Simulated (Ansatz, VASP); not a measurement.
## TaN in VASP and in Ansatz

```
Ta N
1.0
     0.00000    2.19188    2.19188
     2.19188    0.00000    2.19188
     2.19188    2.19188    0.00000
Ta N
1 1
Direct
  0.49891 0.50109 0.50109
  0.01403 0.98597 0.98597
```

Change from the starting cell: mode 4 frozen in at -0.061 Å, equal normal strain along x, y and z +0.0083.

Alike in both runs: task single point; functional LDA; k mesh 18 × 18 × 18; occupations gaussian, width 0.15 eV; no spin polarisation.

|  | VASP | Ansatz |
| --- | --- | --- |
| version | VASP 6.6.1 | Ansatz 0.2.0 |
| potentials or method | VASP PAW LDA potentials, release 64 (Ta_pv, N) | scalar-relativistic, plane waves, PAW |
| plane-wave cutoff (eV) | 520 | 520 |
| valence electrons in the cell | 16 | 18 |

VASP gave:

* gap on the k mesh at the Fermi level (eV): none
* pressure (GPa): -6.1
* largest component of the traceless stress (GPa): 1.49
* rms of the force components (eV/Å): 0.299

Problem. What did Ansatz give for the same quantities?

Solution. gap on the k mesh at the Fermi level (eV): none; pressure (GPa): -8.1; largest component of the traceless stress (GPa): 1.46; rms of the force components (eV/Å): 0.294.

Atom by atom the forces differ by 0.004 eV/Å (rms over components). A gap of «none» marks a metal or a gap that the smearing closes. The two sets of potentials don't hold the same shells in valence. Ansatz warned: «pseudo_functional_mismatch».

Spin-orbit coupling is left out, which matters for the levels of Ta.
